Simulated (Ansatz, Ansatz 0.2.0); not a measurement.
# Formation enthalpy of hexagonal WC: r2SCAN+rVV10 within 10 % of the reference, with a large dispersion term

## Experimental context

The reference value is the standard enthalpy of formation of solid WC from its elements, −40.5 kJ/mol, or −0.209877 eV per atom with two atoms in the formula unit. It is taken from a printed reference work on thermochemical and physical properties of inorganic compounds, as a compiled value without a stated method. I read it as referring to the hexagonal carbide, formed from tungsten and graphite at room temperature. My own supposition is that it goes back to combustion calorimetry. In that case a modest heat of formation was obtained as a difference between much larger heats of combustion, and small errors in those, or free carbon in the sample, would weigh on it noticeably.

| compared with | measured | source's wording or label | method |
| --- | --- | --- | --- |
| ΔH per atom (eV/atom) | −0.209877 | -40.5 kJ/mol | compiled value, method not stated |

Conditions are those given with the value in the passage it was taken from; "not stated" means there, and the paper may say more elsewhere.

## Aim and plan

I want the enthalpy of formation of WC from total energies of the relaxed compound, tungsten metal and graphite. The model is the ordered, stoichiometric, nonmagnetic crystal with two atoms in the cell, which is fair for a carbide with so narrow a homogeneity range.

Success means ΔH per atom within 10 % of the reference, about 0.02 eV/atom. That is strict for a density functional, but a larger error would begin to matter when WC is weighed against other tungsten carbides or against decomposition. The static energies leave out zero-point motion and heat content; I expect these to change ΔH by roughly 0.01 to 0.02 eV/atom, probably towards a more exothermic value, since carbon should vibrate at higher frequencies in the stiff layers of graphite than in the carbide.

The difficulty lies in the reactants. Carbon passes from a layered, dispersion-bound solid into a dense metallic carbide, so errors of the functional need not cancel. I shall start with a functional that treats both kinds of bonding, then separate the part played by dispersion, and test basis and k mesh before judging.

System: WC, hexagonal; P-6m2 (No. 187), 2 atoms in the primitive cell; the database structure is a diffraction structure: a = 2.906 Å, c = 2.837 Å.

## 1. A meta-GGA with dispersion first

I begin with r2SCAN+rVV10. LDA tends to overbind the carbide, and plain PBE hardly binds the graphite layers, so either could come near the reference only through errors that offset each other. The nonlocal correlation should give graphite a sound energy, and the meta-GGA should describe the W–C bonds well. I expect a clearly exothermic result, near the reference; the d metal is the component I trust least at this level.

**Run 1.** Ansatz 0.2.0: r2SCAN+rVV10, compound and elements relaxed, PAW set soft_2, cutoff 520 eV, 15x15x12 k mesh, Gaussian smearing 0.1 eV.

Key lines of the input:
```
crystal:
  # lattice and atoms
kpoints:
  mp_grid: { grid: [15, 15, 12] }
hamiltonian:
  xc: r2scan
  dispersion: rvv10
scf:
  occupations: { method: gaussian, width: 0.1 }
output:
  stress: true
basis:
  ecutwfc: 520.0
relax:
  adjacent_minimum: "off"
  max_steps: 60
  cell: { stress_tol: 0.03 }
```

Command:
```
ansatz run input.yaml --threads 4 --pin off --max-ram 8192MiB --backend cpu --events-out ev --progress --plain --runs-dir out
```

Selected lines of the output:
```
[WC, 2 atoms, 15x15x12 mesh] E sigma→0 (E₀):  -10646.436640 eV
[W, 1 atoms, 18x18x18 mesh] E sigma→0 (E₀):  -10394.518944 eV
[C, 4 atoms, 12x12x4 mesh] E sigma→0 (E₀):  -1005.981879 eV
```

Converged; 28 s on 4 cores of Arm Neoverse V1, shared host (all steps together).

| quantity | run 1 | measured | deviation |
| --- | --- | --- | --- |
| ΔH per atom (eV/atom) | −0.21111 | −0.209877 | −0.00124 (−0.6 %) |
| ΔH per mole of formula units (kJ/mol) | −40.74 |  |  |
| conventional cell volume (Å³) | 20.72 |  |  |

The result is more exothermic than the reference by 0.00124 eV/atom, far inside the 10 % I set. So small a difference says little about the functional's real accuracy, since zero-point motion and heat content alone could be several times larger. What I need to know now is whether the value rests on a sound balance between carbide, metal and graphite.

## 2. The same functional without dispersion

I take rVV10 away and keep basis, mesh and potentials. Dispersion lowers the energy of all three solids, so its net effect on ΔH is a difference whose sign I would not swear to. Graphite loses its interlayer binding, which by itself makes the formation more exothermic; the carbide and the metal lose some cohesion too, and the carbide's share pulls the other way. I expect a shift of a few hundredths of an eV per atom at most.

**Run 2.** Ansatz 0.2.0: r2SCAN, compound and elements relaxed, PAW set soft_2, cutoff 520 eV, 15x15x12 k mesh, Gaussian smearing 0.1 eV.

Key lines of the input, as changed from run 1:
```diff
  hamiltonian:
-   dispersion: rvv10
```

Selected lines of the output:
```
[WC, 2 atoms, 15x15x12 mesh] E sigma→0 (E₀):  -10649.323559 eV
[W, 1 atoms, 18x18x18 mesh] E sigma→0 (E₀):  -10397.293447 eV
[C, 4 atoms, 12x12x4 mesh] E sigma→0 (E₀):  -1006.665189 eV
```

Converged; 29 s of wall time (all steps together).

| quantity | run 2 | measured | deviation |
| --- | --- | --- | --- |
| ΔH per atom (eV/atom) | −0.18191 | −0.209877 | +0.02797 (+13.3 %) |
| ΔH per mole of formula units (kJ/mol) | −35.10 |  |  |
| conventional cell volume (Å³) | 20.83 |  |  |

Without rVV10 the formation is less exothermic by 0.0292 eV/atom, and the result misses the 10 % target at 13.3 %. The sign settles what I had left open: dispersion favours the carbide over the two elements together, so the lost binding of graphite is not the dominant part. The total energies of all three solids are higher with rVV10, which does not mean that dispersion weakens their cohesion: the functional contains a positive term proportional to the number of electrons, and this cancels in ΔH.

The near-exact agreement of the first run therefore depends on a dispersion term larger than the whole allowed error. Dispersion in a dense d metal and its carbide is less well founded than between graphite layers, so I take the agreement as a success of the combination, not as proof that each part is right.

## 3. Basis and k mesh, tested in LDA

I now test the numerical settings with the same PAW set in LDA: a base run, one with a much higher cutoff, and one with a denser mesh. This cannot certify the meta-GGA, whose kinetic-energy density may ask more of the basis, but it shows how well errors of cutoff and sampling cancel between WC, tungsten and graphite. I expect changes of a few meV per atom at most. The base run also gives the LDA value for scale, which I expect to be too exothermic.

**Run 3.** Ansatz 0.2.0: LDA, compound and elements relaxed, PAW set soft_2, cutoff 420 eV, 15x15x12 k mesh, Gaussian smearing 0.1 eV.

Key lines of the input, as changed from run 2:
```diff
  hamiltonian:
-   xc: r2scan
+   xc: lda
  basis:
-   ecutwfc: 520.0
+   ecutwfc: 420.0
```

Selected lines of the output:
```
[WC, 2 atoms, 15x15x12 mesh] E sigma→0 (E₀):  -10373.341347 eV
[W, 1 atoms, 18x18x18 mesh] E sigma→0 (E₀):  -10129.840934 eV
```

Converged; 19 s of wall time (all steps together).

**Run 4.** Ansatz 0.2.0: LDA, compound and elements relaxed, PAW set soft_2, cutoff 570 eV, 15x15x12 k mesh, Gaussian smearing 0.1 eV.

Key lines of the input, as changed from run 3:
```diff
  basis:
-   ecutwfc: 420.0
+   ecutwfc: 570.0
```

Converged; 21 s of wall time (all steps together).

**Run 5.** Ansatz 0.2.0: LDA, compound and elements relaxed, PAW set soft_2, cutoff 420 eV, 18x18x16 k mesh, Gaussian smearing 0.1 eV.

Key lines of the input, as changed from run 3:
```diff
  kpoints:
-   mp_grid: { grid: [15, 15, 12] }
+   mp_grid: { grid: [18, 18, 16] }
```

Selected lines of the output:
```
[WC, 2 atoms, 18x18x16 mesh] E sigma→0 (E₀):  -10373.339881 eV
[W, 1 atoms, 24x24x24 mesh] E sigma→0 (E₀):  -10129.848081 eV
```

Converged; 40 s of wall time (all steps together).

| quantity | run 3 | run 4 | run 5 | measured |
| --- | --- | --- | --- | --- |
| ΔH per atom (eV/atom) | −0.25944 | −0.25940 | −0.25436 | −0.209877 |
| ΔH per mole of formula units (kJ/mol) | −50.06 | −50.06 | −49.08 |  |
| conventional cell volume (Å³) | 20.25 | 20.25 | 20.25 |  |

The higher cutoff moves the LDA enthalpy by only 0.00004 eV/atom. The denser meshes matter more: they make the formation less exothermic by 0.00508 eV/atom, at the upper end of what I had expected. Most of that comes from tungsten, whose energy falls by about 0.0071 eV per atom, so the metal's mesh was the weak point rather than the carbide's.

These tests hold for LDA. For r2SCAN+rVV10 they give only a scale: a sampling error of this size would be about a quarter of the allowed 10 % and would leave the result within the target, but it is several times the 0.00124 eV/atom by which that run differs from the reference. The closeness beyond the target therefore carries no meaning.

LDA is too exothermic, as I had supposed, and on the denser mesh it still misses by about 0.044 eV/atom, roughly twice the allowance. That is well beyond the numerical changes seen here. I stop with r2SCAN+rVV10 as the level that meets the target.

## Overview

| run | settings | ΔH per atom (eV/atom) | deviation | cost |
| --- | --- | --- | --- | --- |
| 1 | r2SCAN+rVV10, cutoff 520 eV | −0.21111 | −0.00124 (−0.6 %) | 1.9 core-min |
| 2 | r2SCAN, cutoff 520 eV | −0.18191 | +0.02797 (+13.3 %) | 2 core-min |
| 3 | LDA, cutoff 420 eV, 15x15x12 k mesh | −0.25944 | −0.04956 (−23.6 %) | 76 core-s |
| 4 | LDA, cutoff 570 eV | −0.25940 | −0.04953 (−23.6 %) | 84 core-s |
| 5 | LDA, 18x18x16 mesh | −0.25436 | −0.04448 (−21.2 %) | 2.6 core-min |
|  | measured | −0.209877 |  |  |

## Assessment

r2SCAN+rVV10 meets the target. It gives −0.21111 eV/atom against the reference −0.209877, a deviation of 0.6 % where I had allowed 10 %, for about two core-minutes.

I do not read the 0.6 % as the accuracy of the method. Zero-point motion and heat content, left out here, may amount to roughly 0.01 to 0.02 eV/atom and would probably make the formation more exothermic. In LDA, denser meshes made the formation less exothermic by 0.00508 eV/atom, mostly through tungsten. Both exceed the remaining deviation. A sampling error of that size would leave the result within the target, while the vibrational terms, at the upper end of my estimate, could bring it to the edge. The sampling error of the meta-GGA itself was not examined here.

The most informative step was removing rVV10. Plain r2SCAN is too weakly exothermic by 0.02797 eV/atom and misses the target; the dispersion term supplies almost exactly what is lacking. This may be a real contribution, or it may offset an error of r2SCAN for the metal or the carbide. These runs cannot tell the two apart. The miss of plain r2SCAN exceeds the allowance by only about 0.007 eV/atom, which the vibrational terms could make up, so I would not call its failure firm.

LDA is too exothermic by 0.04448 eV/atom on the denser mesh, a clear miss, which fits its tendency to overbind the carbide. The higher cutoff changed almost nothing in LDA, and that says little about the basis needed by r2SCAN.

The reference is a compiled value whose error I cannot judge from here. A random-phase calculation, treating dispersion and metallic bonding on one footing, would be the natural test of whether the rVV10 contribution is right.

[Logs are printed without paths, hosts, clocks, repeated set-up lines and the standing remarks that a program may print on its own settings, such as how far it seeks lower states.]

[The runs shown are a pick from a larger set of finished runs; failed, doubtful and other runs were left out of it ahead of writing. So were measured values far from every level or from commonly accepted values, and agreement can look better than it is. Lines of input and output are excerpts and may be shortened.]
